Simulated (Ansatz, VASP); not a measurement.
**In in VASP and in Ansatz**

Contents of INCAR:

```
PREC = Accurate
ENCUT = 520
EDIFF = 1E-8
ISMEAR = -1
SIGMA = 0.03
LREAL = F
LASPH = T
NELM = 100
ALGO = Normal
ISIF = 2
LWAVE = F
LCHARG = F
GGA = PE
LEFG = T
NBANDS = 12
```

File KPOINTS:

```
Automatic mesh
0
Gamma
  12 12 12
```

POSCAR

```
In
1.0
    3.0868426646      0.0000000000      0.0000000000
    0.0000000000      3.0868426646      0.0000000000
    0.0000000000      0.0000000000      3.0868426646
In
1
Direct
    0.0000000000      0.0000000000      0.0000000000
```

Input for Ansatz:

```yaml
crystal:
  lattice:
    - [3.0868426646, 0.0, 0.0]
    - [0.0, 3.0868426646, 0.0]
    - [0.0, 0.0, 3.0868426646]
  atoms:
    - { symbol: In, position: [0.0, 0.0, 0.0] }
kpoints:
  mp_grid: { grid: [12, 12, 12] }
  band_path:
    path:
      - [0.0, 0.0, 0.0]
      - [0.0, 0.5, 0.0]
      - [0.5, 0.5, 0.0]
      - [0.0, 0.0, 0.0]
      - [0.5, 0.5, 0.5]
      - [0.0, 0.5, 0.0]
      - [0.5, 0.5, 0.5]
      - [0.5, 0.5, 0.0]
    npoints: 8
scf:
  occupations: { method: fermi_dirac, width: 0.03 }
hamiltonian:
  xc: pbe
  pseudopotentials: { kind: all_electron, datasets: crystal }
output:
  forces: true
  stress: true
  eigenvalues: true
  efg: { contact_densities: true }
```

Alike in both runs: task electric field gradients; functional PBE; k mesh 12 × 12 × 12; occupations fermi-dirac, width 0.03 eV; no spin polarisation.

|  | VASP | Ansatz |
| --- | --- | --- |
| version | VASP 6.6.1 | Ansatz 0.2.0 |
| potentials or method | VASP PAW PBE potentials, release 64 (In_d) | all-electron PAW with datasets made for the crystal, scalar-relativistic |
| plane-wave cutoff (eV) | 520 | see its input |

```tsv
	VASP	Ansatz	Ansatz less VASP
pressure (GPa)	0.0	0.0	+0.03
Vzz of the field gradient on the site that differs most (V/Å²)	0.0	0.0	0.00
```

Ansatz ran all-electron here, so the differences hold the error of VASP's frozen core and of both bases. Ansatz warned: «gradients_without_spin_orbit».
